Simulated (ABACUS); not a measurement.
# BN: single point with r2SCAN

**What was measured.**

From a printed reference work, monograph, for a bulk crystal of BN at 300 K: band gap 6.4 eV (indirect).

BN:

```
CELL_PARAMETERS angstrom
-1.81300 0.00000 1.81300
0.00000 1.81300 1.81300
-1.81300 1.81300 0.00000
ATOMIC_POSITIONS crystal
N 0.75000 0.75000 0.75000
B 0.00000 0.00000 0.00000
```

The cell is a database's computed one.

```json
{"Program": "ABACUS 3.10.1", "Task": "single point", "Functional": "r2SCAN", "Potentials or basis": "SG15 ONCV 1.2 PBE", "Cutoff": "1361 eV", "Density cutoff": "5442 eV", "Basis": "DZP LCAO (the cutoffs set its grid)", "k mesh": "10 × 10 × 10", "Occupations": "fermi-dirac, width 0.05 eV", "Spin": "no spin polarisation"}
```

| Quantity | Value |
| --- | --- |
| Pressure | -4.3 GPa |
| Band gap on the k mesh | 4.97 eV, indirect (least direct gap 9.41 eV) |
| Mulliken charges | N -0.61; B +0.61 e |

Levels at points of the mesh, in eV from the valence-band top:
```csv
k point,band 1,band 2,band 3,band 4,band 5,band 6,band 7,band 8,band 9
"(0.00, 0.00, 0.00)",-21.28,0.00,0.00,0.00,9.41,9.41,9.41,11.18,29.03
"(0.50, 0.50, 0.50)",-17.10,-11.06,-2.04,-2.04,10.48,11.41,11.41,16.77,26.75
"(0.50, 0.50, 0.00)",-15.70,-9.33,-5.12,-5.12,4.97,9.70,19.13,19.13,22.67
```

It took 13 s on 4 MPI ranks on Intel(R) Xeon(R) Platinum 8488C (Sapphire Rapids), on a shared host, peak memory 0.4 GiB a rank.

Measured gap of BN: 6.4 eV (indirect; 300 K; a printed reference work, monograph). This calculation gives 4.97 eV (-1.43 eV). The value is that of r2SCAN in an atomic basis (SG15 ONCV 1.2 PBE, DZP LCAO (the cutoffs set its grid)), whose error adds to the functional's, on a finite k mesh, which can miss the band edges, without temperature or zero-point motion. The cell is a database's relaxed one, not the measured one, which moves gaps too.

Caveat: the atomic orbitals were generated for these runs and aren't a published set; Mulliken charges move with the basis; the potentials were made for another functional, which shifts forces and pressure; the basis of atomic orbitals isn't converged, which shifts pressures, moduli and gaps.
